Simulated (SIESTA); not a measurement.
Crystal: Ti.

```
Ti
1.0
    -1.64100    1.64100    1.64100
     1.64100   -1.64100    1.64100
     1.64100    1.64100   -1.64100
Ti
1
Direct
  0.00000 0.00000 0.00000
```

This isn't the form of Ti at room conditions, which is hcp.

- Program: SIESTA 5.4.2
- Task: single point
- Functional: PBE
- Potentials or basis: PseudoDojo 0.4 standard (PBE files)
- Basis: DZP (energy shift 0.002 Ry)
- Grid cutoff: 800 Ry
- Energy shift: 0.002 Ry
- k mesh: 11 × 11 × 11
- Occupations: fermi-dirac, width 0.05 eV
- Spin: no spin polarisation

On this cell: pressure -2.4 GPa; band gap on the k mesh none (metal or under the smearing width).

The same run follows on a disturbed copy (cell strained at random at fixed volume):

```
Ti
1.0
    -1.66514    1.66141    1.59911
     1.68039   -1.70507    1.65802
     1.60454    1.64447   -1.64278
Ti
1
Direct
  0.99280 0.00712 0.00682
```

Question: What changes?

Answer: The energy (extrapolated to zero smearing) moves by +3.1 meV/atom; pressure -2.3 GPa; band gap on the k mesh none (metal or under the smearing width).

Stress tensor (GPa, compression positive):
```
-2.36  1.46 -0.59
 1.46 -2.01  1.10
-0.59  1.10 -2.66
```

Caveats: semicore shells carry a single zeta, which can move pressures by several GPa and volumes by a few percent; the basis of atomic orbitals isn't converged, which shifts pressures, moduli and gaps.
